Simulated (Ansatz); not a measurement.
ZrO₂ (started from an entry of an open crystallographic database): a relaxation of cell and atoms in Ansatz (r2SCAN). The starting cell comes from a relaxation with PBE.

```yaml
crystal:
  lattice:
    - [3.6210691849, 0.0, 0.0]
    - [0.0, 3.6210691849, 0.0]
    - [0.0, 0.0, 5.2825730904]
  atoms:
    - { symbol: Zr, position: [0.0, 0.0, 0.0] }
    - { symbol: Zr, position: [0.5, 0.5, 0.5] }
    - { symbol: O, position: [0.0, 0.5, 0.1927771764] }
    - { symbol: O, position: [0.0, 0.5, 0.6927771764] }
    - { symbol: O, position: [0.5, 0.0, 0.3072228236] }
    - { symbol: O, position: [0.5, 0.0, 0.8072228236] }
kpoints:
  mp_grid: { grid: [6, 6, 4] }
hamiltonian:
  xc: r2scan
scf:
  occupations: { method: fermi_dirac, width: 0.02 }
relax:
  f_tol: 0.005
  cell: {}
```

The trajectory has 6 recorded frames, each with fractional positions and then forces in eV/Å along x, y and z. The last, and any step after a large change of cell, is solved on a basis re-selected at its cell; pressure is positive in compression.

Step 1: energy 0.0 meV/atom from step 1, largest force component 0.021 eV/Å, pressure -3.88 GPa; a = 3.621 Å, b = 3.621 Å, c = 5.283 Å, α = 90.00°, β = 90.00°, γ = 90.00°
```
Zr 0.0000 0.0000 0.0000     0.000   0.000   0.000
Zr 0.5000 0.5000 0.5000     0.000   0.000   0.000
O  0.0000 0.5000 0.1928     0.000   0.000  -0.021
O  0.0000 0.5000 0.6928     0.000   0.000  -0.021
O  0.5000 0.0000 0.3072     0.000   0.000   0.021
O  0.5000 0.0000 0.8072     0.000   0.000   0.021
```

Step 2: energy -2.7 meV/atom from step 1, largest force component 0.075 eV/Å, pressure +1.29 GPa; a = 3.597 Å, b = 3.597 Å, c = 5.227 Å, α = 90.00°, β = 90.00°, γ = 90.00°
```
Zr 0.0000 0.0000 0.0000     0.000   0.000   0.000
Zr 0.5000 0.5000 0.5000     0.000   0.000   0.000
O  0.0000 0.5000 0.1946     0.000   0.000   0.075
O  0.0000 0.5000 0.6946     0.000   0.000   0.075
O  0.5000 0.0000 0.3054     0.000   0.000  -0.075
O  0.5000 0.0000 0.8054     0.000   0.000  -0.075
```

Step 3: energy -2.9 meV/atom from step 1, largest force component 0.031 eV/Å, pressure +0.16 GPa; a = 3.599 Å, b = 3.599 Å, c = 5.243 Å, α = 90.00°, β = 90.00°, γ = 90.00°
```
Zr 0.0000 0.0000 0.0000     0.000   0.000   0.000
Zr 0.5000 0.5000 0.5000     0.000   0.000   0.000
O  0.0000 0.5000 0.1950     0.000   0.000   0.031
O  0.0000 0.5000 0.6950     0.000   0.000   0.031
O  0.5000 0.0000 0.3050     0.000   0.000  -0.031
O  0.5000 0.0000 0.8050     0.000   0.000  -0.031
```

Step 4: energy -3.0 meV/atom from step 1, largest force component 0.025 eV/Å, pressure -0.14 GPa; a = 3.603 Å, b = 3.603 Å, c = 5.235 Å, α = 90.00°, β = 90.00°, γ = 90.00°
```
Zr 0.0000 0.0000 0.0000     0.000   0.000   0.000
Zr 0.5000 0.5000 0.5000     0.000   0.000   0.000
O  0.0000 0.5000 0.1954     0.000   0.000   0.025
O  0.0000 0.5000 0.6954     0.000   0.000   0.025
O  0.5000 0.0000 0.3046     0.000   0.000  -0.025
O  0.5000 0.0000 0.8046     0.000   0.000  -0.025
```

Step 5: energy -3.1 meV/atom from step 1, largest force component 0.003 eV/Å, pressure +0.02 GPa; a = 3.601 Å, b = 3.601 Å, c = 5.227 Å, α = 90.00°, β = 90.00°, γ = 90.00°
```
Zr 0.0000 0.0000 0.0000     0.000   0.000   0.000
Zr 0.5000 0.5000 0.5000     0.000   0.000   0.000
O  0.0000 0.5000 0.1970     0.000   0.000  -0.003
O  0.0000 0.5000 0.6970     0.000   0.000  -0.003
O  0.5000 0.0000 0.3030     0.000   0.000   0.003
O  0.5000 0.0000 0.8030     0.000   0.000   0.003
```

Step 6: energy -2.9 meV/atom from step 1, largest force component 0.003 eV/Å, pressure +0.03 GPa; a = 3.601 Å, b = 3.601 Å, c = 5.227 Å, α = 90.00°, β = 90.00°, γ = 90.00°
```
Zr 0.0000 0.0000 0.0000     0.000   0.000   0.000
Zr 0.5000 0.5000 0.5000     0.000   0.000   0.000
O  0.0000 0.5000 0.1970     0.000   0.000  -0.003
O  0.0000 0.5000 0.6970     0.000   0.000  -0.003
O  0.5000 0.0000 0.3030     0.000   0.000   0.003
O  0.5000 0.0000 0.8030     0.000   0.000   0.003
```

The walk took 5 steps and changed the volume by -2.1 %. The last SCF, on a fresh basis, lies 2.9 meV an atom below the first. At the end: it is tetragonal, P4_2/nmc (No. 137); a = 3.601 Å, c = 5.227 Å in the conventional setting, 11.30 Å³ an atom. Zr has 8 O at 2.07–2.40 Å; O has 4 Zr at 2.07–2.40 Å.

Run as `ansatz run input.yaml --threads 4 --pin off --max-ram 7372MiB --backend cpu --events-out ev --progress --plain --runs-dir out`. It took 13 s on 4 threads of Arm Neoverse V1 (shared host), load about 0.3 per core; peak host memory 0.54 GiB.

Calculated for a static, non-magnetic cell.
